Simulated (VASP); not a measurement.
Input of a VASP 6.6.1 run:

The input run.py:

```python
from ase import Atoms
from ase.calculators.vasp import Vasp
from ase.dft.bandgap import bandgap

atoms = Atoms(
    ['Ag'],
    cell=[[0.0, 2.04275, 2.04275], [2.04275, 0.0, 2.04275], [2.04275, 2.04275, 0.0]],
    scaled_positions=[[0.0, 0.0, 0.0]],
    pbc=True,
)
calc = Vasp(
    directory='calc',
    xc='lda',
    pp='LDA',
    setups={'base': 'minimal', 'Ag': '_GW'},
    prec='Accurate',
    encut=550,
    ediff=1e-06,
    ismear=0,
    sigma=0.02,
    lreal=False,
    lasph=True,
    nelm=60,
    algo='Normal',
    isif=2,
    lwave=False,
    lcharg=True,
    lelf=True,
    lvhar=True,
    kpts=[11, 11, 11],
    gamma=True,
    nbands=12,
)
atoms.calc = calc

print('energy (eV):', atoms.get_potential_energy())
print('free energy (eV):', atoms.get_potential_energy(force_consistent=True))
print('forces (eV/A):')
print(atoms.get_forces())
print('stress (eV/A^3, Voigt):', atoms.get_stress())
print('Fermi level (eV):', calc.get_fermi_level())
gap, top, bottom = bandgap(calc)
print('band gap (eV):', gap, 'from (spin, k, band)', top, 'to', bottom)
```

Potentials or basis: VASP PAW LDA potentials, release 64 (Ag_GW).

Command:

```console
$ python run.py
```

**Question.** Estimate the band gap on the k mesh.

**Answer.** None (metal or under the smearing width).

**Question.** Estimate the pressure.

**Answer.** -7.8 GPa.
